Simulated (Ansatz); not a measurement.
# Fe (sc type): the cost of one run

Method: DFT PBE, with the methods named in each step, in Ansatz 0.2.0.

This is Fe in the simple cubic structure; at room conditions it is bcc.

2 further runs of the same task are left out: 2 that didn't finish.

**1. The system as given**

It takes space group Pm-3m (No. 221, cubic). The conventional cell has a = 2.370 Å, b = 2.370 Å, c = 2.370 Å, α = 90.00°, β = 90.00°, γ = 90.00°. Fe (site symmetry m-3m) is surrounded by 6 Fe at 2.37 Å.

Coordinates:

```
CELL_PARAMETERS angstrom
2.37008 0.00000 0.00000
0.00000 2.37008 0.00000
0.00000 0.00000 2.37008
ATOMIC_POSITIONS crystal
Fe 0.00000 0.00000 0.00000
```

Whether this phase is the stable one at these pressures isn't tested.

**2. The reference volume, LAPW**

input.yaml

```yaml
crystal:
  lattice:
    - [2.3700755569, 0.0, 0.0]
    - [0.0, 2.3700755569, 0.0]
    - [0.0, 0.0, 2.3700755569]
  atoms:
    - { symbol: Fe, position: [0.0, 0.0, 0.0], spin: 2.5 }
magnetization:
  spin_polarized: true
kpoints:
  mp_grid: { grid: [18, 18, 18] }
  band_path:
    path:
      - [0.0, 0.0, 0.0]
      - [0.0, 0.5, 0.0]
      - [0.5, 0.5, 0.0]
      - [0.0, 0.0, 0.0]
      - [0.5, 0.5, 0.5]
      - [0.0, 0.5, 0.0]
      - [0.5, 0.5, 0.5]
      - [0.5, 0.5, 0.0]
    npoints: 14
scf:
  occupations: { method: fermi_dirac, width: 0.1 }
hamiltonian:
  xc: pbe
  pseudopotentials: { kind: all_electron, lapw: { basis_error: 0.001 } }
output:
  forces: true
  stress: true
  eigenvalues: true
  populations: true
  dos: { projected: true, de: 0.2, e_range: [-14, 8] }
```

The run is started by

```
$ ansatz run input.yaml --threads 1 --pin off --max-ram 3072MiB --backend cpu --events-out ev --progress --plain --runs-dir out
```

What time and memory should one allow on 1 thread of Arm Neoverse V2, shared host?

About 38 s, with a peak of 0.5 GiB.
